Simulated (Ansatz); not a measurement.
## BeSe — XPS core lines

Cell: an entry of the Crystallography Open Database (COD) whose atoms were relaxed with PBE, the cell held, repeated to a supercell; a hole's nearest image is 7.2 Å away.

Space group F-43m (No. 216); a = 5.0700 Å.

| site | Wyckoff | site symmetry | x | y | z |
| --- | --- | --- | --- | --- | --- |
| Be1 | 4a | -43m | 0.0000 | 0.0000 | 0.0000 |
| Se9 | 4c | -43m | 0.2500 | 0.2500 | 0.2500 |

One atom of each set is listed; the run and its k-mesh use a cell of 16 atoms with edges of 7.17, 7.17, 7.17 Å.

Computed with Ansatz: DFT, PBE, plane waves and PAW, scalar-relativistic, 420 eV cutoff, Γ-centred 3×3×3 k-points, fixed occupations.

Each value is a total-energy difference between the cell with one core hole and the ground state (ΔSCF), counted from the top of the valence band. The cell with the hole is spin-polarised, as the shell with the hole is left with one unpaired spin. The periodic images are corrected with the calculated ε∞ = 6.07.

Task: Give the Se 3d lines of each distinct site.

Result: 

| line | atom | first shell | E_B (eV) | j = l + ½ / j = l − ½ (eV) |
| --- | --- | --- | --- | --- |
| Se 3d | 9 | 4 Be at 2.20 Å | 54.0 | 53.6 / 54.5 |

For p, d and f shells E_B is the weighted mean of the two lines, whose splitting comes from the free atom's Dirac orbitals.

The program doubts some values: the cell is too small to check the potential alignment. Absolute PBE values can be off by an eV or more. Multiplets, satellites and widths aren't calculated.

The cell isn't at the calculated equilibrium (pressure 5 GPa in the ground-state run).

The run took 44 s of wall time (44 s of CPU time) and 0.69 GiB at its peak, on 1 thread of Intel Xeon Platinum 8375C CPU @ 2.90GHz (Ice Lake) (x86_64; 90 cores open to the job, memory cap 2.5 GiB, no GPU), a shared host with a load of 0.7 a core.
